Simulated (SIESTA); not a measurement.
Convergence study of the k-point mesh for InN (R3m, 2 atoms in the cell)

```
InN
1.0
    0.00000     2.47755     2.47755
    2.47755     0.00000     2.47755
    2.47755     2.47755     0.00000
In N
1 1
Direct
  0.00583   0.00583   0.00583
  0.25000   0.25000   0.25000
```

Method of the run: LDA PW92, numerical atomic orbitals DZP, PseudoDojo LDA standard norm-conserving potentials (rewritten from UPF to PSML) (SIESTA).

Base settings: XC.functional = LDA; XC.authors = PW92; potentials = PseudoDojo LDA standard; PAO.BasisSize = DZP; PAO.EnergyShift = 0.005 Ry; MeshCutoff = 300 Ry; kgrid.MonkhorstPack = 4 4 4; OccupationFunction = FD; ElectronicTemperature = 20 meV; MaxSCFIterations = 150.

The second cell is the first with its lattice scaled by 0.98.

Only quantities that move along the ladder and can be compared are tabulated.

The starting cell has typed, rounded lattice constants, without a prior relaxation at this level. Its lattice was rescaled by up to half a per cent. One atom was moved a little off its site on purpose. Values carry the incompleteness of an atom-centred basis. The run gives no clean gap (levels at the Fermi energy touch, overlap or are partly filled at this smearing), which alone does not show that the compound is a metal. Without a gap this mesh is coarse (it stands for a supercell whose shortest vector is 14 Å).

Steps (kgrid.MonkhorstPack): 2 2 2; 3 3 3; 4 4 4; 5 5 5; 7 7 7; 8 8 8; 11 11 11; 12 12 12; 18 18 18; 27 27 27.

### Question
What is the coarsest kgrid.MonkhorstPack that holds the free energy within 0.5 meV/atom of the last step, with all finer ones?

### Answer
11 11 11; the step before is off by 0.67 meV/atom.

### Question
What is the coarsest kgrid.MonkhorstPack that holds the energy of the compressed cell less the first within 0.5 meV/atom of the last step, with all finer ones?

### Answer
7 7 7; the step before is off by 0.99 meV/atom.

### Question
What is the coarsest kgrid.MonkhorstPack that holds the pressure within 0.2 GPa of the last step, with all finer ones?

### Answer
5 5 5; the step before is off by 0.50 GPa.

| kgrid.MonkhorstPack | free energy less the last step's (meV/atom) | energy of the compressed cell less the first (meV/atom) | pressure (GPa) | largest difference of a force vector from the last step's (eV/Å) |
|---|---|---|---|---|
| 2 2 2 | 697.40 | 62.81 | 6.67 | 0.038 |
| 3 3 3 | 131.95 | 40.53 | 2.37 | 0.027 |
| 4 4 4 | 32.59 | 34.87 | 1.53 | 0.013 |
| 5 5 5 | 9.88 | 32.95 | 1.20 | 0.007 |
| 7 7 7 | 1.42 | 32.18 | 1.07 | 0.003 |
| 8 8 8 | 0.67 | 32.09 | 1.05 | 0.002 |
| 11 11 11 | 0.12 | 32.02 | 1.04 | 0.001 |
| 12 12 12 | 0.08 | 32.00 | 1.04 | 0.000 |
| 18 18 18 | 0.01 | 31.97 | 1.03 | 0.000 |
| 27 27 27 | 0.00 | 31.96 | 1.03 | 0.000 |

The energy difference between the two cells stays within 1 meV/atom of the last step's from 5 5 5 on, the total only from 8 8 8 on: much of the error is common to both cells and cancels.
